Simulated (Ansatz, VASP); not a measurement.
## One calculation of InAs, two programs

Contents of INCAR:

```
SYSTEM = InAs
ALGO = Normal
EDIFF = 1E-6
ENCUT = 520
GGA = PS
ISIF = 2
ISMEAR = 0
LASPH = .True.
LCHARG = .False.
LREAL = .False.
LWAVE = .False.
NBANDS = 16
NELM = 100
PREC = Accurate
SIGMA = 0.15
```

Contents of KPOINTS:

```
k-points
0
Gamma
  16 16 16
  0 0 0
```

File POSCAR:

```
InAs
1.0
    0.0000000000      3.0240000000      3.0240000000
    3.0240000000      0.0000000000      3.0240000000
    3.0240000000      3.0240000000      0.0000000000
In As
1 1
Direct
    0.0000000000      0.0000000000      0.0000000000
    0.7500000000      0.7500000000      0.7500000000
```

Input for Ansatz:

```yaml
crystal:
  lattice:
    - [0.0, 3.024, 3.024]
    - [3.024, 0.0, 3.024]
    - [3.024, 3.024, 0.0]
  atoms:
    - { symbol: In, position: [0.0, 0.0, 0.0] }
    - { symbol: As, position: [0.75, 0.75, 0.75] }
basis:
  ecutwfc: 420
kpoints:
  mp_grid: { grid: [16, 16, 16] }
hamiltonian:
  xc: pbesol
scf:
  occupations: { method: gaussian, width: 0.15 }
output:
  forces: true
  stress: true
  eigenvalues: true
  write_density: true
  write_potential: true
  elf: true
  volumetric_format: npy
```

Alike in both runs: task single point; functional PBEsol; k mesh 16 × 16 × 16; occupations gaussian, width 0.15 eV; no spin polarisation.

|  | VASP | Ansatz |
| --- | --- | --- |
| version | VASP 6.6.1 | Ansatz 0.2.0 |
| potentials or method | VASP PAW PBE potentials, release 64 (In_d, As) | scalar-relativistic, plane waves, PAW |
| plane-wave cutoff (eV) | 520 | 420 |
| valence electrons in the cell | 18 | 28 |

VASP gave:

| Item | Value |
| --- | --- |
| gap on the k mesh at the Fermi level (eV) | none |
| pressure (GPa) | 1.2 |

Task: What did Ansatz give for the same quantities?

Result: gap on the k mesh at the Fermi level (eV): none; pressure (GPa): 1.1.

A gap of «none» marks a metal or a gap that the smearing closes. The two sets of potentials don't hold the same shells in valence.

Caveats: the PAW data sets were made with another functional, which shifts forces and pressure a little (VASP); this crystal is a semiconductor, whose small gap the functional closes, so the metal is an error of the method.
